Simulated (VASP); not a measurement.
Tm, 1 atom in the cell. The structure is cubic, space group Fm-3m (No. 225). The conventional cell has a = 4.936 Å, b = 4.936 Å, c = 4.936 Å, α = 90.00°, β = 90.00°, γ = 90.00°. Tm (site symmetry m-3m) has 12 Tm at 3.49 Å as nearest neighbours. This isn't the form of Tm at room conditions, which is hcp.

* Program: VASP 6.6.1
* Task: single point
* Functional: PBEsol
* Potentials or basis: VASP PAW PBE potentials, release 64 (Tm)
* Cutoff: 500 eV
* k mesh: 9 × 9 × 9
* Occupations: gaussian, width 0.1 eV
* Spin: collinear spin, ferromagnetic start
* Starting moments: [2.0] μB
* Further INCAR settings: ALGO = Normal; EDIFF = 1.00e-06; NBANDS = 22

Potentials or basis: VASP PAW PBE potentials, release 64 (Tm).

The run is started by

```bash
$ python run.py
```

Hardware: 1 thread of AMD EPYC 9R45 96-Core Processor (Zen 5), with other jobs on the host.

Problem. How long does it take, and how much memory?

Solution. Run time: 65 s on 1 thread of AMD EPYC 9R45 96-Core Processor (Zen 5) (shared host), peak memory 0.17 GiB. Counts: scf iterations 23, k points 35.
